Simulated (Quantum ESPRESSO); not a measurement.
NaCl:

```
CELL_PARAMETERS angstrom
3.50219 0.00000 0.00000
0.00000 3.50219 0.00000
0.00000 0.00000 3.50219
ATOMIC_POSITIONS crystal
Cl 0.50000 0.50000 0.50000
Na 0.00000 0.00000 0.00000
```

Measurements of this composition are mostly on another form, of space group No. 225.

Base run:

```yaml
Program: Quantum ESPRESSO 7.5
Functional: PBEsol
Potentials_or_basis: PseudoDojo 0.4.1 SR PBEsol standard
Cutoff: 1197 eV
Density_cutoff: 4789 eV
k_mesh: 4 × 4 × 4, shifted
Occupations: fermi-dirac, width 0.05 eV
Spin: no spin polarisation
```

Its results: pressure -1.3 GPa.

Question: The run is repeated on the same cell with these changes: k mesh from 4 × 4 × 4, shifted to 2 × 2 × 2, shifted. What comes out?

Answer: Pressure -4.8 GPa.

Caveats: some runs use coarse meshes; the cell is more than 3 GPa from zero pressure, which shifts response properties (some runs).
